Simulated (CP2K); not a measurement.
Pd:

```
CELL_PARAMETERS angstrom
2.75277 0.00000 0.00000
1.37638 2.38397 0.00000
1.37638 0.79466 2.24762
ATOMIC_POSITIONS crystal
Pd 0.00000 0.00000 0.00000
```

Base run:

```yaml
Program: CP2K 2026.2
Functional: RPBE
Dispersion: D3
Potentials_or_basis: POTENTIAL_UZH Pd GTH-PBE-q18; TZVP-MOLOPT-PBE-GTH basis
Density_cutoff: 6803 eV
k_mesh: 12 × 12 × 12
Occupations: fermi-dirac, width 0.05 eV
Spin: no spin polarisation
```

Its results: band gap on the k mesh none (metal or under the smearing width); pressure 5.1 GPa.

Problem. After a change of settings the same cell gave: band gap on the k mesh none (metal or under the smearing width); pressure 3.9 GPa. Which change was it?
A. dispersion from D3 to D3(BJ)
B. dispersion from D3 to D3(BJ)+ATM
C. dispersion from D3 to D4
D. dispersion from D3 to none

Solution. C.

Caveats: the potentials were made for another functional, which shifts forces and pressure; the basis of atomic orbitals isn't converged, which shifts pressures, moduli and gaps; pairwise dispersion overbinds metals, which lowers pressure and volume.
